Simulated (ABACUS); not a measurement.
# AlN (F-43m) in ABACUS: notebook, part 2 of 2

ABACUS 3.10.1. Earlier steps stand in the parts before.

## (5) Single point, BLYP+D3(BJ)

File INPUT:

```
INPUT_PARAMETERS
suffix              AlN
calculation         scf
basis_type          pw
pseudo_dir          ./
symmetry            1
dft_functional      GGA_X_B88+GGA_C_LYP
ecutwfc             84
pseudo_rcut         7
nspin               1
nbands              8
ks_solver           dav
smearing_method     fd
smearing_sigma      0.00367493
scf_thr             1e-08
scf_nmax            100
mixing_type         broyden
mixing_beta         0.7
cal_force           1
cal_stress          1
vdw_method          d3_bj
kpar                4
```

File STRU:

```
ATOMIC_SPECIES
Al 26.9815 Al.upf
N 14.0070 N.upf

LATTICE_CONSTANT
1.8897261246

LATTICE_VECTORS
0.0000000000 2.1839935596 2.1839935596
2.1839935596 0.0000000000 2.1839935596
2.1839935596 2.1839935596 0.0000000000

ATOMIC_POSITIONS
Direct

Al
0.0
1
0.0000000000 0.0000000000 0.0000000000 1 1 1

N
0.0
1
0.2500000000 0.2500000000 0.2500000000 1 1 1
```

File KPT:

```
K_POINTS
0
Gamma
10 10 10 0 0 0
```

Potentials or basis: PseudoDojo NC SR 0.4.1 PBE standard, plane waves.

Launch:

```sh
OMP_NUM_THREADS=1 mpirun -np 4 abacus > log
```

running log:

```text
ABACUS v3.10.1

               Atomic-orbital Based Ab-initio Computation at UStc

 ------------------------------------------------------------------------------------

 READING GENERAL INFORMATION
                           global_out_dir = OUT.AlN/
                           global_in_card = INPUT
                               pseudo_dir = ./
                              orbital_dir =
                                    DSIZE = 4
                                    GSIZE = 1

 READING UNITCELL INFORMATION
                                    ntype = 2
                  lattice constant (Bohr) = 1.88973
              lattice constant (Angstrom) = 1

 READING ATOM TYPE 1
                               atom label = Al
                      L=0, number of zeta = 1
                      L=1, number of zeta = 1
                      L=2, number of zeta = 1
             number of atom for this type = 1

 READING ATOM TYPE 2
                               atom label = N
                      L=0, number of zeta = 1
                      L=1, number of zeta = 1
                      L=2, number of zeta = 1
             number of atom for this type = 1

                        TOTAL ATOM NUMBER = 2
DIRECT COORDINATES
    atom                   x                   y                   z     mag                  vx                  vy                  vz
[... 369 lines left out ...]
 E_descf        0.0000000000         0.0000000000
 E_vdwD3        -0.0861343324        -1.1719177146
 E_exx          0.0000000000         0.0000000000
 E_Fermi        0.7258057758         9.8750941928
----------------------------------------------------------

 charge density convergence is achieved
 final etot is -347.91824034 eV
 EFERMI = 9.8750941928 eV

 STATE ENERGY(eV) AND OCCUPATIONS    NSPIN == 1
 1/12 kpoint (Cartesian) = 0.0000 0.0000 0.0000 (1837 pws)
       1       -7.46850     0.00200000
       2        7.42679     0.00200000
       3        7.42679     0.00200000
       4        7.42679     0.00200000
       5        11.9371    2.46011e-21
       6        20.1886        0.00000
       7        20.1886        0.00000
       8        20.1886        0.00000
[... 41 lines left out ...]
 6/12 kpoint (Cartesian) = 0.11447 0.11447 0.11447 (1850 pws)
       1       -5.46239     0.00800000
       2        1.71334     0.00800000
       3        6.95256     0.00800000
       4        6.95256     0.00800000
       5        15.0674    6.35557e-48
       6        17.5942    7.16956e-70
       7        18.8104    1.95936e-80
       8        18.8104    1.95936e-80

[... levels at 6 further k points ...]

------------------------------------------------------------------------------------------
 TOTAL-FORCE (eV/Angstrom)
------------------------------------------------------------------------------------------
                       Al1         0.0000000000         0.0000000000         0.0000000000
                        N1         0.0000000000         0.0000000000         0.0000000000
------------------------------------------------------------------------------------------

----------------------------------------------------------------
 TOTAL-STRESS (KBAR)
----------------------------------------------------------------
         1.5113464337        -0.0000000000         0.0000000000
         0.0000000000         1.5113464337        -0.0000000000
         0.0000000000        -0.0000000000         1.5113464337
----------------------------------------------------------------
 TOTAL-PRESSURE: 1.511346 KBAR

 --------------------------------------------
 !FINAL_ETOT_IS -347.9182403416791658 eV
 --------------------------------------------
```

stdout:

```text
ABACUS v3.10.1

               Atomic-orbital Based Ab-initio Computation at UStc

 dft_functional readin is: GGA_X_B88+GGA_C_LYP
 dft_functional in pseudopot file is: PBE
[... 34 lines left out ...]
 DA8     -3.47918240e+02  -9.91837219e-08   3.3687e-08   0.58
 DA9     -3.47918240e+02  -9.21884663e-08   1.7999e-09   0.41
----------------------------------------------------------------
 TOTAL-STRESS (KBAR)
----------------------------------------------------------------
         1.5113464337        -0.0000000000         0.0000000000
         0.0000000000         1.5113464337        -0.0000000000
         0.0000000000        -0.0000000000         1.5113464337
----------------------------------------------------------------
 TOTAL-PRESSURE: 1.511346 KBAR
```

It took 6.7 s on 4 MPI ranks of AMD EPYC 7R43 (Zen 3), shared host; peak memory 0.28 GiB.

What came out:

| Item | Value |
| --- | --- |
| Free energy | -347.9182 eV |
| Pressure | 0.2 GPa |
| Band gap on the k mesh | 3.70 eV, indirect (least direct gap 4.51 eV) |
| Dispersion energy per atom | -0.586 eV |

Caveat: the potentials were made for another functional, which shifts forces and pressure. As with any semilocal functional, this BLYP gap is likely too small.

## (6) Single point, BLYP+D3(BJ)+ABC

INPUT: that of step 5 with these lines changed.

```diff
@@ -21,2 +21,3 @@
 vdw_method          d3_bj
+vdw_abc             1
 kpar                4
```

STRU is that of step 5.

KPT is that of step 5.

Potentials or basis: PseudoDojo NC SR 0.4.1 PBE standard, plane waves.

Launch:

```sh
OMP_NUM_THREADS=1 mpirun -np 4 abacus > log
```

Run time: 13 s. Hardware: 4 MPI ranks of AMD EPYC 7R43 (Zen 3), shared host; peak memory 0.28 GiB.

Results (log left out):

```
Free energy                : -347.8836 eV
Pressure                   : 0.7 GPa
Band gap on the k mesh     : 3.70 eV, indirect (least direct gap 4.51 eV)
Dispersion energy per atom : -0.569 eV
```

Levels at points of the mesh, in eV from the valence-band top:
```csv
k point,band 2,band 3,band 4
"(0.00, 0.00, 0.00)",0.00,0.00,0.00
"(0.50, 0.50, 0.50)",-5.71,-0.47,-0.47
"(0.50, 0.50, 0.00)",-4.80,-1.74,-1.74
```

Caveat: the potentials were made for another functional, which shifts forces and pressure.

## (7) Summary

```tsv
level	D2 scale factor	gap on the mesh (eV)	pressure (GPa)
BLYP	-	3.70	9.5
BLYP+D2	1.2	3.70	5.1
BLYP+D3	-	3.70	4.0
BLYP+D3(BJ)	-	3.70	0.2
BLYP+D3(BJ)+ABC	-	3.70	0.7
```

Alike in all rows: task single point; potentials or basis PseudoDojo NC SR 0.4.1 PBE standard, plane waves; no spin polarisation; cell as given; k mesh 10 × 10 × 10; cutoff (eV) 1143; smearing fermi-dirac 0.05 eV.

On the cell as given the gap runs from 3.70 eV (BLYP+D3(BJ)) to 3.70 eV (BLYP). The pressure there spans 0.2 GPa (BLYP+D3(BJ)) to 9.5 GPa (BLYP); a positive pressure means that this level wants a larger cell, a negative one a smaller.

Caveats: the potentials were made for another functional, which shifts forces and pressure.

Total energies depend on the potentials used, so only differences within one code and one set of settings carry meaning.
